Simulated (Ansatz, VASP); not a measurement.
**AlN: VASP beside Ansatz**

File INCAR:

```
PREC = Accurate
ENCUT = 520
EDIFF = 1E-6
ISMEAR = 0
SIGMA = 0.05
LREAL = False
LASPH = True
NELM = 100
ALGO = Normal
ISIF = 2
LWAVE = False
LCHARG = False
GGA = PE
NBANDS = 16
```

Contents of KPOINTS:

```
Automatic mesh
0
Gamma
  9 9 6
```

POSCAR

```
AlN
1.0
    3.3134793407      0.0000000000      0.0000000000
   -1.6567396703      2.8695572839      0.0000000000
    0.0000000000      0.0000000000      4.1875902417
Al N
2 2
Direct
    0.3333333333      0.6666666667      0.7652730210
    0.6666666667      0.3333333333      0.2652730210
    0.3333333333      0.6666666667      0.2205797385
    0.6666666667      0.3333333333      0.7205797385
```

Input for Ansatz:

```yaml
crystal:
  lattice:
    - [3.3134793407, 0.0, 0.0]
    - [-1.6567396703, 2.8695572839, 0.0]
    - [0.0, 0.0, 4.1875902417]
  atoms:
    - { symbol: Al, position: [0.3333333333, 0.6666666667, 0.765273021] }
    - { symbol: Al, position: [0.6666666667, 0.3333333333, 0.265273021] }
    - { symbol: "N", position: [0.3333333333, 0.6666666667, 0.2205797385] }
    - { symbol: "N", position: [0.6666666667, 0.3333333333, 0.7205797385] }
basis:
  ecutwfc: 520.0
kpoints:
  mp_grid: { grid: [9, 9, 6] }
hamiltonian:
  xc: pbe
  pseudopotentials: { kind: paw, azcp: { folder: soft_1 } }
scf:
  occupations: { method: gaussian, width: 0.05 }
output:
  forces: true
  stress: true
  eigenvalues: true
  write_density: true
  write_potential: true
  elf: true
  volumetric_format: npy
```

Change from the starting cell: mode 4 frozen in at -0.123 Å and mode 10 at +0.000 Å (largest displacements).

Alike in both runs: task single point; functional PBE; k mesh 9 × 9 × 6; occupations gaussian, width 0.05 eV; no spin polarisation.

```csv
,VASP,Ansatz
version,VASP 6.6.1,Ansatz 0.2.0
potentials or method,"VASP PAW PBE potentials, release 64 (Al, N)","scalar-relativistic, plane waves, PAW"
plane-wave cutoff (eV),520,520
valence electrons in the cell,16,16
```

```csv
,VASP,Ansatz,Ansatz less VASP
gap on the k mesh at the Fermi level (eV),3.42,3.41,-0.009
least direct gap on the mesh (eV),3.42,3.41,-0.009
pressure (GPa),2.9,3.1,+0.17
largest component of the traceless stress (GPa),10.37,10.22,-0.150
rms of the force components (eV/Å),0.339,0.338,-0.0017
```

Atom by atom the forces differ by 0.002 eV/Å (rms over components).
